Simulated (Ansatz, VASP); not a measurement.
# Cross-check of Si32C31 (V_C) between VASP and Ansatz, part 2 of 2

Aim: how closely do two programs agree when they are given the same cell, functional and k mesh? The cell is taken from a series of runs on this material, whose earlier steps may have relaxed, scaled, displaced or heated it; both programs get it as it stands.

VASP 6.6.1 and Ansatz 0.2.0.

So far. Step 2 (VASP: single point, r2SCAN, pair 1): The run ends at a pressure of -0.85 GPa, with forces up to 0.33 eV/Å.

## Step 5: VASP: single point, r2SCAN, pair 2

Level of this step: r2SCAN; plane waves and PAW (Si, C) (VASP).

A single point gives forces, pressure and levels at one fixed geometry, so differences don't come from the geometry; what else differs is listed under the comparison.

Contents of INCAR:

```
SYSTEM = Si32C31
PREC = Accurate
ENCUT = 580
EDIFF = 1E-06
NELM = 120
ISMEAR = -1
SIGMA = 0.01
LREAL = Auto
ALGO = Normal
METAGGA = R2SCAN
LASPH = .TRUE.
NBANDS = 176
LORBIT = 11
LWAVE = .FALSE.
LCHARG = .FALSE.
ISIF = 2
ISYM = 0
GGA_COMPAT = .FALSE.
EFERMI = MIDGAP
LMIXTAU = .TRUE.
KPAR = 4
```

Contents of POSCAR:

```
Si32C31
1.0
    8.7131849710      0.0000000000      0.0000000000
    0.0000000000      0.0000000000     -8.7131849710
    0.0000000000      8.7131849710      0.0000000000
Si C
32 31
Direct
    0.9991334738      0.9999962317      0.9991984299
    0.9984294795      0.2503371575      0.2495393558
    0.2494818472      0.9992833713      0.2495461134
    0.2494818472      0.2503439152      0.9984855695
    0.9988892302      0.9997406598      0.5003413082
    0.9986477548      0.2486076712      0.7501992057
    0.2477647679      0.9995033697      0.7501963760
    0.2415136457      0.2423762989      0.5073688448
    0.9988892302      0.5011391100      0.9989428580
    0.9986477548      0.7509970075      0.2478098694
    0.2415136457      0.5081666466      0.2415784971
    0.2477647679      0.7509941778      0.9987055679
    0.9981495714      0.5002543046      0.4994565028
    0.9991717058      0.7504146212      0.7496168194
    0.2496449336      0.5002211050      0.7508803717
    0.2496449336      0.7516781735      0.4994233032
    0.5002818851      0.9997361788      0.9989383770
    0.5073314006      0.2423376294      0.2415398276
    0.7501349006      0.9994994726      0.2478187948
    0.7501349006      0.2486165966      0.9987016708
    0.4993763688      0.9990111346      0.4994510894
    0.4993666543      0.2505026020      0.7508733680
    0.7495482227      0.0000381137      0.7496181005
    0.7508118356      0.2505110624      0.4994246903
    0.4993763688      0.5002488912      0.9982133328
    0.4993666543      0.7516711698      0.2497048003
    0.7508118356      0.5002224920      0.2497132606
    0.7495482227      0.7504159023      0.9992403119
    0.5087982219      0.5096433205      0.5088455187
    0.5007450829      0.7510832317      0.7502854299
    0.7502303820      0.5016095002      0.7502950973
    0.7502303820      0.7510928991      0.5008116984
    0.1248708913      0.1257324160      0.3731726495
    0.1248708913      0.3739704513      0.1249346141
    0.3730935317      0.1257384034      0.1249406017
    0.1242987822      0.1251583434      0.8745014526
    0.1250912211      0.3766694057      0.6237268676
    0.3758132544      0.1259492358      0.6237261929
    0.3742485225      0.3751088033      0.8744234215
    0.1250912211      0.6245246694      0.3758716040
    0.1242987822      0.8752992544      0.1243605416
    0.3758132544      0.6245239947      0.1251514340
    0.3742485225      0.8752212233      0.3743110015
    0.1242897728      0.6248856500      0.8741860465
    0.1242897728      0.8749838483      0.6240878482
    0.3732431783      0.6241002944      0.6233024925
    0.3747291664      0.8750003603      0.8742025585
    0.6236512084      0.1259552981      0.3758723347
    0.6236512084      0.3766701365      0.1251574963
    0.8744220229      0.1251678131      0.1243700113
    0.8743570333      0.3751128296      0.3743150277
    0.6240177040      0.1251550242      0.8741967368
    0.6232550790      0.3740962882      0.6233085900
    0.8741255758      0.1251478866      0.6240796340
    0.8741504208      0.3755876133      0.8741999866
    0.6232550790      0.6241063918      0.3732984864
    0.6240177040      0.8749945386      0.1243572224
    0.8741255758      0.6248774358      0.1243500848
    0.8741504208      0.8749977884      0.3747898115
    0.6240602770      0.6249200643      0.8742668210
    0.6240602770      0.8750646228      0.6241222625
    0.8741980994      0.6249257795      0.6241279776
    0.8741669148      0.8750346366      0.8742368348
```

Contents of KPOINTS:

```
Points of the shifted mesh
8
Reciprocal
 0.2500000000  0.2500000000  0.2500000000 1
 0.2500000000  0.2500000000  0.7500000000 1
 0.2500000000  0.7500000000  0.2500000000 1
 0.2500000000  0.7500000000  0.7500000000 1
 0.7500000000  0.2500000000  0.2500000000 1
 0.7500000000  0.2500000000  0.7500000000 1
 0.7500000000  0.7500000000  0.2500000000 1
 0.7500000000  0.7500000000  0.7500000000 1
```

Potentials, in the order of the species: Si and C (PBE family, release 64).

The run is started by

```console
> mpirun -np 8 vasp_std
```

Numbers of over 12 decimals in the logs are rounded to 6 here.

The program printed:

```text
[banner, memory and clock lines left out]
running    8 mpi-ranks, on    1 nodes
[...]
[... a notice as in an earlier step ...]

 [... a notice as in an earlier step ...]

 LDA part: xc-table for (None), standard interpolation
 POSCAR, INCAR and KPOINTS ok, starting setup
[...]
entering main loop
       N       E                     dE             d eps       ncg     rms          rms(c)
DAV:   1     0.684145075377E+03    0.68415E+03   -0.12643E+05  2816   0.146E+03
DAV:   2    -0.602752859159E+03   -0.12869E+04   -0.12124E+04  3424   0.248E+02
DAV:   3    -0.695575964040E+03   -0.92823E+02   -0.91739E+02  3456   0.613E+01
DAV:   4    -0.697616245096E+03   -0.20403E+01   -0.20307E+01  3456   0.992E+00
[...]
DAV:  23    -0.602885112971E+03    0.11217E-05   -0.22707E-06  2176   0.465E-03    0.336E-03
DAV:  24    -0.602885114740E+03   -0.17691E-05   -0.95668E-07  1792   0.301E-03    0.441E-03
DAV:  25    -0.602885114899E+03   -0.15901E-06   -0.13356E-07  1792   0.118E-03
   1 F= -.60288511E+03 E0= -.60288511E+03  d E =-.807201E-08
```

OUTCAR, selected parts (step 5):

```text
  Total        0.4512817      0.4485194      0.4529235     -0.2473017      0.2359386      0.2325926
  in kB        1.0930184      1.0863282      1.0969950     -0.5989726      0.5714507      0.5633467
  external PRESSURE =       1.0921139 kB  Pullay stress =       0.0000000 kB

 POSITION                                       TOTAL-FORCE (eV/Angst)
 -----------------------------------------------------------------------------------
      8.70563      8.70620     -8.71315         0.170061      0.172508     -0.171036
      8.69950      2.17428     -2.18123         0.361744     -0.108340      0.106104
      2.17378      2.17434     -8.70694        -0.112187     -0.111009     -0.363916
      2.17378      8.69999     -2.18129        -0.112489      0.363899      0.107833
      8.70351      4.35957     -8.71093         0.219023     -0.152974     -0.221088
      8.70140      6.53662     -2.16616         0.273853     -0.332425     -0.286240
      2.15882      6.53660     -8.70886         0.285167     -0.330661     -0.272492
      2.10435      4.42080     -2.11187         0.488284     -0.507014     -0.485089
      8.70351      8.70397     -4.36652         0.217368      0.218954      0.150002
      8.70140      2.15921     -6.54358         0.272552      0.287697      0.332132
      2.10435      2.10492     -4.42775         0.487407      0.487591      0.510524
      2.15882      8.70191     -6.54355         0.285220      0.272775      0.330605
      8.69706      4.35186     -4.35881         0.437431      0.058438     -0.056904
      8.70597      6.53155     -6.53850         0.161787     -0.240200      0.236846
[...]
-----------------------------------------------------------------------------------
    total drift:                               -0.014910     -0.008165     -0.000756

  FREE ENERGIE OF THE ION-ELECTRON SYSTEM (eV)
  ---------------------------------------------------
  free  energy   TOTEN  =      -602.8851148991 eV

  energy  without entropy=     -602.8851148911  energy(sigma->0) =     -602.88511490

[... 1 part as in an earlier step ...]
```

The run ends at a pressure of 0.11 GPa, with forces up to 0.99 eV/Å.

## Step 6: Ansatz: single point, r2SCAN, pair 2

The same cell, functional, mesh and smearing now go to Ansatz.

The cell is taken from a series of runs on this material, whose earlier steps may have relaxed, scaled, displaced or heated it; both programs get it as it stands.

Contents of input.yaml:

```yaml
crystal:
  checkpoint: "../qp2.relax.run"
  host: checkpoint
basis:
  ecutwfc: 500
  xc_grid: 2
hamiltonian:
  xc: r2scan
  pseudopotentials: { kind: paw, azcp: { folder: soft_1 } }
kpoints:
  mp_grid: { grid: [2, 2, 2], shift: [0.5, 0.5, 0.5] }
scf:
  occupations: { method: fermi_dirac, width: 0.01 }
  max_iter: 80
output:
  forces: true
  eigenvalues: true
  charged_corrections: { defect_position: [0.375, 0.375, 0.375] }
checkpoint:
  read: "../qp2.relax.run"
  write: "../qp2.point_neutral.run"
  compress: false
  write_wavefunctions: false
  write_every: 100000
```

The run is started by

```console
> ansatz run input.yaml --threads 8 --pin off --max-ram 15073MiB --backend cpu --events-out ev --progress --plain --runs-dir out
```

The program printed:

```text
Warning: at least one further symmetry operation maps every atom of the structure, as the run holds it, onto an atom to within 2.10e-5 (fractional), and is not used: no operation is sought that the atoms, as the run holds them, miss by more than 2.00e-5, twice crystal.symmetry.tolerance (1.0e-5). The run uses 1 unitary operations. The run imposes no operation that its atoms and lattice do not hold. Figures that only  [...]
checkpoint.read: the saved state was converged at a total charge of 2 e, and this run's is 0 e: a saved density that it takes is scaled to its electron count
[...]
atom  62  C      0.06571589     0.13224285    -0.13178519
  atom  63  C      0.03551377     0.03428335    -0.03585386
  max |Σ_I F_I| component: 8.01e-3 eV/Å
--- Band table (eV) ---
  k-point 0: bands = [... 122 lower, 8.8330, 8.8332, 8.9074, 11.4763, 11.8401, 11.8402, 12.2110, 12.2113, ... 16 higher]
  k-point 1: bands = [... 122 lower, 8.8404, 8.8588, 8.9125, 11.4683, 11.8387, 11.8425, 12.2134, 12.2144, ... 16 higher]
  k-point 2: bands = [... 122 lower, 8.8404, 8.8589, 8.9125, 11.4682, 11.8386, 11.8426, 12.2134, 12.2146, ... 16 higher]
  k-point 3: bands = [... 122 lower, 8.8403, 8.8588, 8.9125, 11.4685, 11.8386, 11.8425, 12.2132, 12.2144, ... 16 higher]
```

## Step 7: Side by side

Compared:

```csv
quantity,Ansatz,VASP,difference
gap on the k mesh (eV),0.362,0.368,-0.005
```

Forces on 10 of the 63 atoms, those with the largest forces and the largest differences (eV/Å; atoms numbered as in POSCAR):

```csv
atom,"Ansatz x, y, z","VASP x, y, z"
Si8,"0.487, -0.510, -0.487","0.488, -0.507, -0.485"
Si11,"0.487, 0.488, 0.507","0.487, 0.488, 0.511"
Si18,"-0.509, 0.490, -0.488","-0.508, 0.490, -0.486"
Si25,"0.063, 0.441, -0.061","0.062, 0.437, -0.057"
Si29,"-0.573, -0.572, 0.571","-0.575, -0.573, 0.571"
Si30,"-0.215, -0.348, 0.349","-0.219, -0.346, 0.345"
C42,"-0.098, -0.458, -0.490","-0.094, -0.461, -0.493"
C46,"-0.012, 0.599, -0.599","-0.014, 0.601, -0.600"
C53,"0.598, 0.601, 0.009","0.600, 0.601, 0.013"
C56,"0.598, -0.012, -0.598","0.599, -0.013, -0.601"
```

The forces differ by 2.1 meV/Å r.m.s., which is 0.7 % of the r.m.s. force of 0.287 eV/Å (both taken over all components). A gap on the mesh is an upper bound, since the band edges may lie between its points.

## Step 8: What came out

| Quantity | Value |
| --- | --- |
| r.m.s. force difference (single point, r2SCAN, pair 1) | 3.6 meV/Å |
| r.m.s. force difference (single point, r2SCAN, pair 2) | 0.72 % of the r.m.s. force |

In words: The r.m.s. force difference is 3.6 meV/Å (single point, r2SCAN, pair 1), within the 12 meV/Å picked in this series as the mark of a large difference. Such differences can come from data sets, numerical settings and the points named under the comparisons, not from the functional's error against experiment.

[Lines on the potential files, build, host, timing and source positions are cut from VASP's logs without a mark.]

[Logs are printed without paths, hosts, clocks, repeated set-up lines and the standing remarks that a program may print on its own settings, such as how far it seeks lower states.]

[Hosts, paths, dates, database ids (printed as entryN), source tags and the programs' standing remarks are cut or masked in the printed files.]
